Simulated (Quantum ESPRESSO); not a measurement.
# Hf (P6_3/mmc) in Quantum ESPRESSO: a series of runs

One crystal, Hf, is run at these levels: PBEsol, PBE; tasks: phonons, phonons and electron-phonon coupling.

Program: Quantum ESPRESSO 7.5. These are calculated values, not measurements. Logs are shortened: lines on timing, memory, paths and dates and some standing lists are left out, and cuts for length are marked.

## Step 1: Starting point

It takes space group P6_3/mmc (No. 194, hexagonal). The conventional cell has a = 3.197 Å, b = 3.197 Å, c = 5.058 Å, α = 90.00°, β = 90.00°, γ = 120.00°. Hf (site symmetry -6m2) has 12 Hf at 3.13 to 3.20 Å as nearest neighbours.

## Step 2: Phonons, PBEsol, target pressure 3 GPa, at which the enthalpy is minimised

Input file pw.in:

```
&CONTROL
  calculation = 'scf'
  prefix = 'pwscf'
  outdir = './tmp'
  pseudo_dir = './pseudo'
  tprnfor = .true.
  tstress = .true.
  disk_io = 'low'
/
&SYSTEM
  ibrav = 0
  celldm(1) = 8
  nat = 2
  ntyp = 1
  ecutwfc = 45
  ecutrho = 360
  nbnd = 19
  occupations = 'smearing'
  smearing = 'mv'
  degauss = 0.01469973
/
&ELECTRONS
  conv_thr = 4d-10
  electron_maxstep = 120
  mixing_beta = 0.5
/
ATOMIC_SPECIES
Hf   178.4900 hf_pbesol_v1.uspp.F.UPF
CELL_PARAMETERS alat
  0.7551109378239   0.0000000000000   0.0000000000000
 -0.3775554689119   0.6539452548363   0.0000000000000
  0.0000000000000   0.0000000000000   1.1947320991415
ATOMIC_POSITIONS crystal
Hf     0.6666666667    0.3333333333    0.7500000000
Hf     0.3333333333    0.6666666667    0.2500000000
K_POINTS automatic
8 8 4 0 0 0
```

Input file relax.in:

```
&CONTROL
  calculation = 'vc-relax'
  prefix = 'pwscf'
  outdir = './tmp'
  pseudo_dir = './pseudo'
  tprnfor = .true.
  tstress = .true.
  disk_io = 'low'
  nstep = 40
  forc_conv_thr = 0.0001
  etot_conv_thr = 1d-06
/
&SYSTEM
  ibrav = 0
  celldm(1) = 8
  nat = 2
  ntyp = 1
  ecutwfc = 45
  ecutrho = 360
  nbnd = 19
  occupations = 'smearing'
  smearing = 'mv'
  degauss = 0.01469973
/
&ELECTRONS
  conv_thr = 4d-10
  electron_maxstep = 120
  mixing_beta = 0.5
/
&IONS
  ion_dynamics = 'bfgs'
/
&CELL
  cell_dynamics = 'bfgs'
  press = 30
  press_conv_thr = 0.2
/
ATOMIC_SPECIES
Hf   178.4900 hf_pbesol_v1.uspp.F.UPF
CELL_PARAMETERS alat
  0.7551109378239   0.0000000000000   0.0000000000000
 -0.3775554689119   0.6539452548363   0.0000000000000
  0.0000000000000   0.0000000000000   1.1947320991415
ATOMIC_POSITIONS crystal
Hf     0.6666666667    0.3333333333    0.7500000000
Hf     0.3333333333    0.6666666667    0.2500000000
K_POINTS automatic
8 8 4 0 0 0
```

Input file scf2.in:

```
&CONTROL
  calculation = 'scf'
  prefix = 'pwscf'
  outdir = './tmp'
  pseudo_dir = './pseudo'
  tprnfor = .true.
  tstress = .true.
  disk_io = 'low'
/
&SYSTEM
  ibrav = 0
  celldm(1) = 8
  nat = 2
  ntyp = 1
  ecutwfc = 45
  ecutrho = 360
  nbnd = 19
  occupations = 'smearing'
  smearing = 'mv'
  degauss = 0.01469973
/
&ELECTRONS
  conv_thr = 1d-13
  electron_maxstep = 120
  mixing_beta = 0.5
  startingpot = 'file'
  startingwfc = 'file'
/
ATOMIC_SPECIES
Hf   178.4900 hf_pbesol_v1.uspp.F.UPF
CELL_PARAMETERS alat
  0.7406138293493  -0.0000000000000   0.0000000000000
 -0.3703069146746   0.6413903906105   0.0000000000000
  0.0000000000000   0.0000000000000   1.1698669178206
ATOMIC_POSITIONS crystal
Hf     0.6666666666    0.3333333332    0.7500000000
Hf     0.3333333332    0.6666666666    0.2500000000
K_POINTS automatic
8 8 4 0 0 0
```

Input file ph.in:

```
phonons of Hf
&INPUTPH
  prefix = 'pwscf'
  outdir = './tmp'
  tr2_ph = 1d-18
  fildyn = 'dyn'
  niter_ph = 90
  alpha_mix(1) = 0.4
/
0.0000000000 0.0000000000 0.0000000000
```

Input file dynmat.in:

```
&INPUT
  fildyn = 'dyn'
  asr = 'crystal'
  filout = 'dynmat.disp'
  fileig = 'dynmat.eig'
/
```

Potentials or basis: GBRV 1.5 PBEsol.

Run with:

```console
$ OMP_NUM_THREADS=1 pw.x -in pw.in > pw.out
$ OMP_NUM_THREADS=1 pw.x -in relax.in > relax.out
$ OMP_NUM_THREADS=1 pw.x -in scf2.in > scf2.out
$ OMP_NUM_THREADS=1 ph.x -in ph.in > ph.out
$ OMP_NUM_THREADS=1 dynmat.x -in dynmat.in > dynmat.out
```

pw.out:

```text
This program is part of the open-source Quantum ESPRESSO suite
     for quantum simulation of materials; please cite
[... 9 lines left out ...]
     --------------------
     sticks:   dense  smooth     PW     G-vecs:    dense   smooth      PW
     Sum         913     451    139                34905    12299    2093

     Using Slab Decomposition

     bravais-lattice index     =            0
     lattice parameter (alat)  =       8.0000  a.u.
     unit-cell volume          =     302.0596 (a.u.)^3
     number of atoms/cell      =            2
     number of atomic types    =            1
     number of electrons       =        24.00
     number of Kohn-Sham states=           19
     kinetic-energy cutoff     =      45.0000  Ry
     charge density cutoff     =     360.0000  Ry
     scf convergence threshold =      4.0E-10
     mixing beta               =       0.5000
     number of iterations used =            8  plain     mixing
     Exchange-correlation= SLA  PW   PSX  PSC
                           (   1   4  10   8   0   0   0)

     celldm(1)=   8.000000  celldm(2)=   0.000000  celldm(3)=   0.000000
     celldm(4)=   0.000000  celldm(5)=   0.000000  celldm(6)=   0.000000

     crystal axes: (cart. coord. in units of alat)
               a(1) = (   0.755111   0.000000   0.000000 )
               a(2) = (  -0.377555   0.653945   0.000000 )
               a(3) = (   0.000000   0.000000   1.194732 )

     reciprocal axes: (cart. coord. in units 2 pi/alat)
               b(1) = (  1.324309  0.764590 -0.000000 )
               b(2) = (  0.000000  1.529180  0.000000 )
               b(3) = (  0.000000 -0.000000  0.837008 )

     PseudoPot. # 1 for Hf read from file:
     hf_pbesol_v1.uspp.F.UPF
     Pseudo is Ultrasoft + core correction, Zval = 12.0
     Generated by new atomic code, or converted to UPF format
     Using radial grid of  921 points,  8 beta functions with:
                l(1) =   0
                l(2) =   0
                l(3) =   0
                l(4) =   1
                l(5) =   1
                l(6) =   2
                l(7) =   2
                l(8) =   3
     Q(r) pseudized with  6 coefficients,  rinner =    1.200   1.200   1.200
                                                       1.200   1.200   1.200
                                                       1.200

     atomic species   valence    mass     pseudopotential
     Hf               12.00   178.49000     Hf( 1.00)

     24 Sym. Ops., with inversion, found (12 have fractional translation)

   Cartesian axes

     site n.     atom                  positions (alat units)
         1        Hf     tau(   1) = (   0.3775555   0.2179818   0.8960491  )
         2        Hf     tau(   2) = (  -0.0000000   0.4359635   0.2986830  )

     number of k points=    30  Marzari-Vanderbilt smearing, width (Ry)=  0.0147
                       cart. coord. in units 2pi/alat
        k(    1) = (   0.0000000   0.0000000   0.0000000), wk =   0.0078125
        k(    2) = (   0.0000000   0.0000000   0.2092519), wk =   0.0156250
        k(    3) = (   0.0000000   0.0000000  -0.4185039), wk =   0.0078125
        k(    4) = (   0.0000000   0.1911475   0.0000000), wk =   0.0468750
        k(    5) = (   0.0000000   0.1911475   0.2092519), wk =   0.0937500
        k(    6) = (   0.0000000   0.1911475  -0.4185039), wk =   0.0468750
[... 22 lines left out ...]
        k(   29) = (   0.3310772   0.7645900   0.2092519), wk =   0.0937500
        k(   30) = (   0.3310772   0.7645900  -0.4185039), wk =   0.0468750

     Dense  grid:    34905 G-vectors     FFT dimensions: (  40,  40,  60)

     Smooth grid:    12299 G-vectors     FFT dimensions: (  25,  25,  48)

     Initial potential from superposition of free atoms

     starting charge      20.0000, renormalised to      24.0000

     negative rho (up, down):  2.616E-01 0.000E+00
     Starting wfcs are   26 randomized atomic wfcs

     Self-consistent Calculation

     iteration #  1     ecut=    45.00 Ry     beta= 0.50
     Davidson diagonalization with overlap
     ethr =  1.00E-02,  avg # of iterations =  2.5

     negative rho (up, down):  2.276E-01 0.000E+00

     total energy              =    -316.78723837 Ry
     estimated scf accuracy    <       4.72079205 Ry

     iteration #  2     ecut=    45.00 Ry     beta= 0.50
     Davidson diagonalization with overlap
     ethr =  1.00E-02,  avg # of iterations =  2.0

     negative rho (up, down):  2.242E-01 0.000E+00

     total energy              =    -316.98725861 Ry
     estimated scf accuracy    <       0.35752480 Ry

     iteration #  3     ecut=    45.00 Ry     beta= 0.50
     Davidson diagonalization with overlap
     ethr =  1.49E-03,  avg # of iterations =  2.3

     negative rho (up, down):  2.280E-01 0.000E+00

     total energy              =    -317.06882978 Ry
     estimated scf accuracy    <       0.00536780 Ry

     iteration #  4     ecut=    45.00 Ry     beta= 0.50
     Davidson diagonalization with overlap
     ethr =  2.24E-05,  avg # of iterations =  4.4
[... 37 lines left out ...]
     negative rho (up, down):  2.282E-01 0.000E+00

     total energy              =    -317.06955978 Ry
     estimated scf accuracy    <       0.00000002 Ry

     iteration #  9     ecut=    45.00 Ry     beta= 0.50
     Davidson diagonalization with overlap
     ethr =  7.58E-11,  avg # of iterations =  2.1

     negative rho (up, down):  2.282E-01 0.000E+00

     total energy              =    -317.06955978 Ry
     estimated scf accuracy    <          1.1E-09 Ry

     iteration # 10     ecut=    45.00 Ry     beta= 0.50
     Davidson diagonalization with overlap
     ethr =  4.64E-12,  avg # of iterations =  2.0

     negative rho (up, down):  2.282E-01 0.000E+00

     End of self-consistent calculation

          k = 0.0000 0.0000 0.0000 (  1533 PWs)   bands (ev):

   -47.2448 -47.1731 -16.3866 -15.6395 -15.6395 -15.5103 -15.5101 -15.5101
     7.2113  10.8870  15.2459  15.7774  15.7774  16.0562  16.5996  16.5996
    17.2314  17.2314  19.9425

          k = 0.0000 0.0000 0.2093 (  1562 PWs)   bands (ev):

   -47.2343 -47.1837 -16.2658 -15.6469 -15.6208 -15.6208 -15.5293 -15.5293
     7.7727  10.5237  14.6857  15.5775  15.5775  15.5906  16.1994  16.1994
    18.0333  18.0334  20.0607

          k = 0.0000 0.0000-0.4185 (  1568 PWs)   bands (ev):

   -47.2091 -47.2091 -15.9642 -15.9642 -15.5752 -15.5752 -15.5752 -15.5752
     9.1907   9.1907  14.7495  14.7495  15.6662  15.6662  15.6662  15.6662
    19.4030  19.4030  19.4030

          k = 0.0000 0.1911 0.0000 (  1551 PWs)   bands (ev):

   -47.2371 -47.1703 -16.3464 -15.7238 -15.6674 -15.5984 -15.5293 -15.5219
     7.6763  11.3393  14.6681  14.9280  16.1085  16.2209  16.7125  16.7346
    16.8273  17.0193  20.2628

          k = 0.0000 0.1911 0.2093 (  1543 PWs)   bands (ev):

   -47.2274 -47.1801 -16.2418 -15.7160 -15.6916 -15.6464 -15.5605 -15.5434
     8.2124  10.9687  14.1234  15.0171  15.5476  15.9024  16.1029  16.5406
    17.8522  17.9424  20.2077
[... 21 lines left out ...]
   -47.1910 -47.1910 -16.0739 -16.0739 -15.7061 -15.7061 -15.6429 -15.6429
    10.5058  10.5058  13.9214  13.9214  15.1420  15.1420  16.7455  16.7455
    19.3224  19.3227  19.6236

          k = 0.0000 0.5734 0.0000 (  1537 PWs)   bands (ev):

   -47.1957 -47.1607 -16.1303 -16.0989 -15.9904 -15.7920 -15.6728 -15.5861
    10.4170  12.1848  12.6879  13.8559  15.5762  15.6240  15.7836  19.3206
    19.3559  19.8010  21.0095

          k = 0.0000 0.5734 0.2093 (  1534 PWs)   bands (ev):

   -47.1906 -47.1658 -16.2345 -16.0943 -15.9017 -15.7624 -15.6580 -15.6168
    10.5376  11.9448  12.9618  13.8561  15.3257  15.8304  16.0004  18.7872
    19.3146  19.6267  20.6520

          k = 0.0000 0.5734-0.4185 (  1530 PWs)   bands (ev):

   -47.1782 -47.1782 -16.2179 -16.2179 -15.7243 -15.7243 -15.6901 -15.6901
    11.0973  11.0973  13.6960  13.6960  15.3655  15.3655  17.1884  17.1884
    20.0380  20.0381  20.0890

          k = 0.0000-0.7646 0.0000 (  1538 PWs)   bands (ev):

   -47.1847 -47.1611 -16.2138 -16.0659 -16.0167 -15.8163 -15.7332 -15.6004
    11.2415  11.8518  12.3712  13.8038  15.3825  15.4655  16.2734  20.5073
    21.0211  21.0838  21.5443

          k = 0.0000-0.7646 0.2093 (  1542 PWs)   bands (ev):

   -47.1813 -47.1646 -16.2860 -16.1658 -15.8780 -15.7853 -15.6929 -15.6326
    10.9626  11.7872  13.2449  13.2965  15.7973  15.8621  15.9845  19.3160
    20.6363  20.9577  21.1281

          k = 0.0000-0.7646-0.4185 (  1528 PWs)   bands (ev):

   -47.1729 -47.1729 -16.2846 -16.2846 -15.7231 -15.7231 -15.7096 -15.7096
    11.1861  11.1861  13.6179  13.6179  15.7755  15.7755  17.2429  17.2429
    20.7067  20.7067  20.7975

          k = 0.1655 0.2867 0.0000 (  1549 PWs)   bands (ev):

   -47.2235 -47.1659 -16.2719 -15.8399 -15.7944 -15.6716 -15.5672 -15.5620
     8.5374  12.1042  13.8883  14.1264  15.5452  15.9023  16.6164  17.1490
    17.1594  18.0078  20.4868

          k = 0.1655 0.2867 0.2093 (  1547 PWs)   bands (ev):

   -47.2151 -47.1744 -16.2060 -15.8502 -15.7914 -15.6998 -15.5861 -15.5806
     9.0119  11.7167  13.4848  14.3024  15.3250  15.8161  16.2337  17.0539
    17.8647  18.3584  20.2423

          k = 0.1655 0.2867-0.4185 (  1560 PWs)   bands (ev):

   -47.1948 -47.1948 -16.0358 -16.0358 -15.6947 -15.6947 -15.6300 -15.6300
    10.2789  10.2789  14.0460  14.0460  15.1380  15.1380  16.5395  16.5395
    19.1143  19.1144  19.7658

          k = 0.1655 0.4779 0.0000 (  1543 PWs)   bands (ev):

   -47.2026 -47.1613 -16.1455 -16.0275 -15.9456 -15.7712 -15.6415 -15.6169
     9.9831  12.7035  13.0151  13.6229  15.2893  15.3520  16.0618  18.0915
    18.7707  19.6419  20.6908

          k = 0.1655 0.4779 0.2093 (  1538 PWs)   bands (ev):
[... 43 lines left out ...]
   -47.1729 -47.1729 -16.1963 -16.1963 -15.8716 -15.8716 -15.6559 -15.6559
    11.9113  11.9113  13.8061  13.8061  14.4809  14.4809  16.7922  16.7922
    20.2231  20.2231  21.5395

          k = 0.3311 0.7646 0.0000 (  1538 PWs)   bands (ev):

   -47.1741 -47.1643 -16.1303 -15.9873 -15.9535 -15.9264 -15.8080 -15.7818
    12.3435  12.4633  12.9053  13.1998  14.9202  15.1347  16.5342  19.6132
    19.9684  20.4378  20.6118

          k = 0.3311 0.7646 0.2093 (  1534 PWs)   bands (ev):

   -47.1726 -47.1657 -16.1730 -16.1067 -16.0128 -15.8392 -15.7572 -15.6908
    12.1131  12.8754  13.0998  13.1805  14.6940  14.7887  16.5612  18.7263
    19.7022  20.3419  21.1987

          k = 0.3311 0.7646-0.4185 (  1530 PWs)   bands (ev):

   -47.1692 -47.1692 -16.2022 -16.2022 -15.9332 -15.9332 -15.6505 -15.6505
    12.3246  12.3246  13.6443  13.6443  14.3587  14.3587  17.1104  17.1104
    19.8796  19.8796  22.6251

     the Fermi energy is    14.6229 ev

!    total energy              =    -317.06955978 Ry
     estimated scf accuracy    <          8.1E-12 Ry
     smearing contrib. (-TS)   =       0.00019997 Ry
     internal energy E=F+TS    =    -317.06975975 Ry

     The total energy is F=E-TS. E is the sum of the following terms:
     one-electron contribution =     -37.90931614 Ry
     hartree contribution      =      27.52365117 Ry
     xc contribution           =    -150.51472836 Ry
     ewald contribution        =    -156.16936642 Ry

     convergence has been achieved in  10 iterations

     negative rho (up, down):  2.282E-01 0.000E+00

     Forces acting on atoms (cartesian axes, Ry/au):

     atom    1 type  1   force =     0.00000000    0.00000000    0.00000000
     atom    2 type  1   force =     0.00000000    0.00000000    0.00000000

     Total force =     0.000000     Total SCF correction =     0.000000

     Computing stress (Cartesian axis) and pressure

     negative rho (up, down):  2.282E-01 0.000E+00
          total   stress  (Ry/bohr**3)                   (kbar)     P=      -40.54
  -0.00026475   0.00000000   0.00000000          -38.95        0.00        0.00
   0.00000000  -0.00026475   0.00000000            0.00      -38.95        0.00
   0.00000000   0.00000000  -0.00029730            0.00        0.00      -43.73

=------------------------------------------------------------------------------=
   JOB DONE.
=------------------------------------------------------------------------------=
```

Wall time 3 min (1 thread of Intel Xeon 6975P-C (Granite Rapids), shared host); peak memory 0.29 GiB.

Results:

* Free energy: -4313.9585 eV
* Relaxed volume: 21.08 Å³/atom
* Relaxed cell: a = 3.135 Å, b = 3.135 Å, c = 4.953 Å, α = 90.00°, β = 90.00°, γ = 120.00°
* Space group after relaxing (to 0.05 Å): P6_3/mmc (No. 194)
* Pressure after relaxing: 2.9 GPa
* Band gap on the k mesh: none (metal or under the smearing width)
* Highest phonon frequency at Γ: 139 cm⁻¹

Step by step:
```
step  energy change (eV)  largest force (eV/Å)  pressure (GPa)  volume (Å³)
   1              0.0000                0.0000           -4.05        44.76
   2             -0.0206                0.0000            0.03        43.17
   3             -0.0097                0.0000            3.26        42.08
   4             -0.0114                0.0000            2.99        42.16
   5             -0.0113                0.0000            3.00        42.16
```

Final structure:
```
Hf
1.0
     3.13533    0.00000    0.00000
    -1.56766    2.71527    0.00000
     0.00000    0.00000    4.95254
Hf
2
Direct
  0.66667 0.33333 0.75000
  0.33333 0.66667 0.25000
```

Phonon frequencies in cm⁻¹ (negative: imaginary):
```csv
q point,frequencies
"(0.000, 0.000, 0.000)",-15 -15 -13 75 75 139
```

Optical modes at Γ, degenerate ones joined:
| cm⁻¹ | components | symmetry | active in |
| --- | --- | --- | --- |
| 75 | 2 | E2g | Raman |
| 139 | 1 | B1g | silent |

Caveat: the mesh is thin for the phonons of a metal. Spin-orbit coupling is left out, which matters for the levels of Hf.

(Continued in part 2 of 3.)
